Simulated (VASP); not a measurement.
# BeSe (F-43m) in VASP: a series of runs

One crystal, BeSe, is run at these levels: PBE; tasks: single point.

All numbers are computed with VASP 6.6.1; they aren't measurements. Logs are shortened: lines on timing, memory, paths and dates and some standing lists are left out, and cuts for length are marked.

## Step 1: The structure

The structure is cubic, space group F-43m (No. 216). The conventional cell has a = 5.070 Å, b = 5.070 Å, c = 5.070 Å, α = 90.00°, β = 90.00°, γ = 90.00°. Around Be (site symmetry -43m) lie 4 Se at 2.20 Å. Se (site symmetry -43m) is surrounded by 4 Be at 2.20 Å.

## Step 2: Single point, PBE (strained and moved within the space group)

File INCAR:

```
SYSTEM = BeSe
PREC = Accurate
ENCUT = 520
EDIFF = 1E-6
ISMEAR = 0
SIGMA = 0.02
LREAL = .FALSE.
LASPH = .TRUE.
NELM = 100
ALGO = Normal
ISIF = 2
LWAVE = .FALSE.
LCHARG = .FALSE.
GGA = PE
NBANDS = 11
```

File KPOINTS:

```
regular mesh
0
G
  8 8 8
  0 0 0
```

File POSCAR:

```
BeSe
1.0
    0.0000000000      2.5304116500      2.5304116500
    2.5304116500      0.0000000000      2.5304116500
    2.5304116500      2.5304116500      0.0000000000
Be Se
1 1
Direct
    0.0000000000      0.0000000000      0.0000000000
    0.7500000000      0.7500000000      0.7500000000
```

Potentials or basis: VASP PAW PBE potentials, release 64 (Be, Se).

Launch:

```bash
$ cat potpaw_PBE.64/Be/POTCAR potpaw_PBE.64/Se/POTCAR > POTCAR
$ mpirun -np 1 vasp_std > vasp.out
```

OUTCAR:

```text
SYSTEM = BeSe
   PREC = Accurate
   ENCUT = 520
   EDIFF = 1E-6
   ISMEAR = 0
   LREAL = .FALSE.
   LASPH = .TRUE.
   NELM = 100
   ISIF = 2
   GGA = PE

 ion  position               nearest neighbor table
   1  0.000  0.000  0.000-   2 2.19   2 2.19   2 2.19   2 2.19
   2  0.750  0.750  0.750-   1 2.19   1 2.19   1 2.19   1 2.19

  LATTYP: Found a face centered cubic cell.
 ALAT       =     5.0608233000

  Lattice vectors:

 A1 = (   0.0000000000,   2.5304116500,   2.5304116500)
 A2 = (   2.5304116500,   0.0000000000,   2.5304116500)
 A3 = (   2.5304116500,   2.5304116500,   0.0000000000)

Analysis of symmetry for initial positions (statically):
=====================================================================
 Subroutine PRICEL returns:
 Original cell was already a primitive cell.

 Routine SETGRP: Setting up the symmetry group for a
 face centered cubic supercell.

 Subroutine GETGRP returns: Found 24 space group operations
 (whereof 24 operations were pure point group operations)
 out of a pool of 48 trial point group operations.

The static configuration has the point symmetry T_d .

Analysis of symmetry for dynamics (positions and initial velocities):
=====================================================================
 Subroutine PRICEL returns:
 Original cell was already a primitive cell.

 Routine SETGRP: Setting up the symmetry group for a
 face centered cubic supercell.

 Subroutine GETGRP returns: Found 24 space group operations
 (whereof 24 operations were pure point group operations)
 out of a pool of 48 trial point group operations.

The dynamic configuration has the point symmetry T_d .

 Subroutine INISYM returns: Found 24 space group operations
 (whereof 24 operations are pure point group operations),
 and found     1 'primitive' translations

----------------------------------------------------------------------------------------

                                     Primitive cell

  volume of cell :      32.4044

  direct lattice vectors                    reciprocal lattice vectors
     0.000000000  2.530411650  2.530411650    -0.197596308  0.197596308  0.197596308
     2.530411650  0.000000000  2.530411650     0.197596308 -0.197596308  0.197596308
     2.530411650  2.530411650  0.000000000     0.197596308  0.197596308 -0.197596308

  length of vectors
     3.578542474  3.578542474  3.578542474     0.342246845  0.342246845  0.342246845

  position of ions in fractional coordinates (direct lattice)
     0.000000000  0.000000000  0.000000000
     0.750000000  0.750000000  0.750000000

  ion indices of the primitive-cell ions
   primitive index   ion index
                 1           1
                 2           2

----------------------------------------------------------------------------------------

 KPOINTS: regular mesh

Automatic generation of k-mesh.
 Grid dimensions read from file:
 generate k-points for:    8    8    8

 Generating k-lattice:

  Cartesian coordinates                     Fractional coordinates (reciprocal lattice)
    -0.024699539  0.024699539  0.024699539     0.125000000  0.000000000  0.000000000
     0.024699539 -0.024699539  0.024699539     0.000000000  0.125000000  0.000000000
     0.024699539  0.024699539 -0.024699539     0.000000000  0.000000000  0.125000000

  Length of vectors
     0.042780856  0.042780856  0.042780856

  Shift w.r.t. Gamma in fractional coordinates (k-lattice)
     0.000000000  0.000000000  0.000000000

 Subroutine IBZKPT returns following result:
 ===========================================

 Found     29 irreducible k-points:

 Following reciprocal coordinates:
            Coordinates               Weight
  0.000000  0.000000  0.000000      1.000000
  0.125000  0.000000  0.000000      8.000000
  0.250000  0.000000  0.000000      8.000000
  0.375000  0.000000  0.000000      8.000000
  0.500000  0.000000  0.000000      4.000000
  0.125000  0.125000  0.000000      6.000000
[... 16 lines left out ...]
  0.500000  0.250000  0.125000     48.000000
 -0.375000  0.250000  0.125000     24.000000
 [... further k-points ...]
   k-points           NKPTS =     29   k-points in BZ     NKDIM =     29   number of bands    NBANDS=     11
   number of dos      NEDOS =    301   number of ions     NIONS =      2
   total plane-waves  NPLWV =  21952
   dimension x,y,z NGX =    28 NGY =   28 NGZ =   28
   dimension x,y,z NGXF=    56 NGYF=   56 NGZF=   56
   ions per type =               1   1
   NGX,Y,Z   is equivalent  to a cutoff of  13.01, 13.01, 13.01 a.u.
   NGXF,Y,Z  is equivalent  to a cutoff of  26.02, 26.02, 26.02 a.u.
 SYSTEM =  BeSe
   PREC   = accura    normal or accurate (medium, high low for compatibility)
   ISTART =      0    job   : 0-new  1-cont  2-samecut
   ICHARG =      2    charge: 1-file 2-atom 10-const
   ISPIN  =      1    spin polarized calculation?
   LNONCOLLINEAR =      F non collinear calculations
   LSORBIT =      F    spin-orbit coupling
   LASPH  =      T    aspherical Exc in radial PAW
   ENCUT  =  520.0 eV  38.22 Ry    6.18 a.u.   6.65  6.65  6.65*2*pi/ulx,y,z
   NELM   =    100;   NELMIN=  2; NELMDL= -5     # of ELM steps
   EDIFF  = 0.1E-05   stopping-criterion for ELM
   LREAL  =      F    real-space projection
   EDIFFG = 0.1E-04   stopping-criterion for IOM
   NSW    =      0    number of steps for IOM
   IBRION =     -1    ionic relax: 0-MD 1-quasi-New 2-CG
   NFREE  =      0    steps in history (QN), initial steepest desc. (CG)
   ISIF   =      2    stress and relaxation
   ISYM   =      2    0-nonsym 1-usesym 2-fastsym
   POTIM  = 0.5000    time-step for ionic-motion
   TEBEG  =    0.0;   TEEND  =   0.0 temperature during run
   PSTRESS=    0.0 pullay stress
   NELECT =       8.0000    total number of electrons
   NUPDOWN=      -1.0000    fix difference up-down
   EMIN   =  10.00;   EMAX   =-10.00  energy-range for DOS
   EFERMI =   0.00;   METHOD = LEGACY
   ISMEAR =     0;   SIGMA  =   0.02  broadening in eV -4-tet -1-fermi 0-gaus
   EFERMI_NEDOS =   21; number of points for ismear=-14 and -15
   IALGO  =     38    algorithm
   IMIX   =      4    mixing-type and parameters
     AMIX     =   0.40;   BMIX     =  1.00
     AMIX_MAG =   1.60;   BMIX_MAG =  1.00
  volume/ion in A,a.u.               =      16.20       109.34
  Fermi-wavevector in a.u.,A,eV,Ry     =   1.027000  1.940748 14.350451  1.054728
  Thomas-Fermi vector in A             =   2.160922
   LORBIT       =      0    0 simple, 1 ext, 2 COOP (PROOUT), +10 PAW based schemes
   GGA     = PE    functional components
   LHFCALC =     F    Hartree Fock is set to
   AEXX    =    0.0000 exact exchange contribution
   IVDW    =     0    specifies the selected vdW correction
   LEPSILON=     F    determine dielectric tensor
   LRPA    =     F    only Hartree local field effects (RPA)
 non-spin polarized calculation
 Gauss-broadening in eV      SIGMA  =   0.02
  energy-cutoff  :      520.00
  volume of cell :       32.40
 maximum number of plane-waves:       893
   NGX = 13   NGY = 13   NGZ = 13

 number of electron       8.0000001 magnetization

 Free energy of the ion-electron system (eV)
  ---------------------------------------------------
  ext. energy  EPLUGINS =         0.00000000
  ---------------------------------------------------
  free energy    TOTEN  =        -8.81624817 eV

  energy without entropy =       -8.81624817  energy(sigma->0) =       -8.81624817

 E-fermi :   4.0049     XC(G=0):  -9.6312

 val. band max:        3.8364923697   @ k =   0.0000   0.0000   0.0000
 cond. band min:       6.3458620273   @ k =   0.5000   0.5000   0.0000
 fundamental gap:      2.5093696575
 Fermi energy:         4.0049337714

 k-point     1 :       0.0000    0.0000    0.0000
  band No.  band energies     occupation
      1     -10.2915      2.00000
      2       3.8365      2.00000
      3       3.8365      2.00000
      4       3.8365      2.00000
      5       8.5726      0.00000
      6       8.8334      0.00000
      7       8.8334      0.00000
      8       8.8334      0.00000
      9      16.1292      0.00000
     10      16.4931      0.00000
     11      16.4931      0.00000

 k-point     2 :       0.1250    0.0000    0.0000
  band No.  band energies     occupation
      1     -10.1263      2.00000
      2       2.4618      2.00000
      3       3.6073      2.00000
      4       3.6073      2.00000
      5       8.5714      0.00000
      6       9.2063      0.00000
      7       9.2063      0.00000
      8      10.2412      0.00000
      9      15.5147      0.00000
     10      15.5147      0.00000
     11      16.2461      0.00000

 k-point     3 :       0.2500    0.0000    0.0000
  band No.  band energies     occupation
      1      -9.6741      2.00000
      2       0.2599      2.00000
      3       3.1625      2.00000
      4       3.1625      2.00000
      5       8.4732      0.00000
      6       9.7752      0.00000
      7       9.7752      0.00000
      8      12.5107      0.00000
      9      15.1962      0.00000
     10      15.1962      0.00000
     11      16.0730      0.00000

 k-point     4 :       0.3750    0.0000    0.0000
  band No.  band energies     occupation
      1      -9.1080      2.00000
      2      -1.4958      2.00000
      3       2.8115      2.00000
      4       2.8115      2.00000
      5       8.3798      0.00000
      6       9.8691      0.00000
      7       9.8691      0.00000
      8      13.8063      0.00000
      9      16.5448      0.00000
     10      16.5448      0.00000
     11      16.5753      0.00000
[... 239 lines left out ...]
 k-point    22 :       0.3750    0.2500    0.1250
  band No.  band energies     occupation
      1      -9.3054      2.00000
      2       0.0058      2.00000
      3       1.4921      2.00000
      4       2.5841      2.00000
      5       8.6541      0.00000
      6      10.3745      0.00000
      7      10.7014      0.00000
      8      11.8416      0.00000
      9      14.9546      0.00000
     10      17.3786      0.00000
     11      18.2930      0.00000

 k-point    23 :       0.5000    0.2500    0.1250
  band No.  band energies     occupation
      1      -8.8095      2.00000
      2      -1.1398      2.00000
      3       0.9188      2.00000
      4       2.0837      2.00000
      5       9.1567      0.00000
      6       9.9822      0.00000
      7      11.5812      0.00000
      8      12.5479      0.00000
      9      16.0716      0.00000
     10      16.9392      0.00000
     11      19.5302      0.00000

 k-point    24 :      -0.3750    0.2500    0.1250
  band No.  band energies     occupation
      1      -8.5647      2.00000
      2      -1.6746      2.00000
      3       0.8102      2.00000
      4       1.8296      2.00000
      5       9.3243      0.00000
      6       9.6665      0.00000
      7      12.3901      0.00000
      8      13.7610      0.00000
      9      14.3748      0.00000
     10      18.6504      0.00000
     11      18.8390      0.00000

 [... further k-points ...]
[... 5 lines left out ...]
  --------------------------------------------------------------------------------------
  -------------------------------------------------------------------------------------
  Total        1.2390284      1.2390284      1.2390284     -0.0000000      0.0000000      0.0000000
  in kB       61.2615984     61.2615984     61.2615984     -0.0000000      0.0000000      0.0000000
  external PRESSURE =      61.2615984 kB  Pullay stress =       0.0000000 kB

 VOLUME and BASIS-vectors are now :
 -----------------------------------------------------------------------------
  energy-cutoff  :      520.00
  volume of cell :       32.40
      direct lattice vectors                 reciprocal lattice vectors
     0.000000000  2.530411650  2.530411650    -0.197596308  0.197596308  0.197596308
     2.530411650  0.000000000  2.530411650     0.197596308 -0.197596308  0.197596308
     2.530411650  2.530411650  0.000000000     0.197596308  0.197596308 -0.197596308

 POSITION                                       TOTAL-FORCE (eV/Angst)
 -----------------------------------------------------------------------------------
      0.00000      0.00000      0.00000         0.000000      0.000000      0.000000
      3.79562      3.79562      3.79562        -0.000000     -0.000000     -0.000000
 -----------------------------------------------------------------------------------
    total drift:                               -0.000000     -0.000000     -0.000000

  FREE ENERGIE OF THE ION-ELECTRON SYSTEM (eV)
  ---------------------------------------------------
  free  energy   TOTEN  =        -8.8162481703 eV

  energy  without entropy=       -8.8162481703  energy(sigma->0) =       -8.81624817
```

It took 4.6 s on 1 thread of Intel Xeon 6975P-C (Granite Rapids), shared host; peak memory 0.15 GiB.

Results:

```
Free energy            : -8.8162 eV
Pressure               : 6.1 GPa
Band gap on the k mesh : 2.51 eV, indirect (least direct gap 4.74 eV)
```

Levels at points of the mesh, in eV from the valence-band top:
| k point | band 2 | band 3 | band 4 | band 5 | band 6 | band 7 |
| --- | --- | --- | --- | --- | --- | --- |
| (0.00, 0.00, 0.00) | 0.00 | 0.00 | 0.00 | 4.74 | 5.00 | 5.00 |
| (0.50, 0.00, 0.00) | -6.03 | -1.15 | -1.15 | 4.51 | 5.97 | 5.97 |
| (0.50, 0.50, 0.00) | -5.34 | -2.84 | -2.84 | 2.51 | 4.17 | 12.11 |

A k mesh can miss the band edges.

(Part 1 of 2 ends here.)
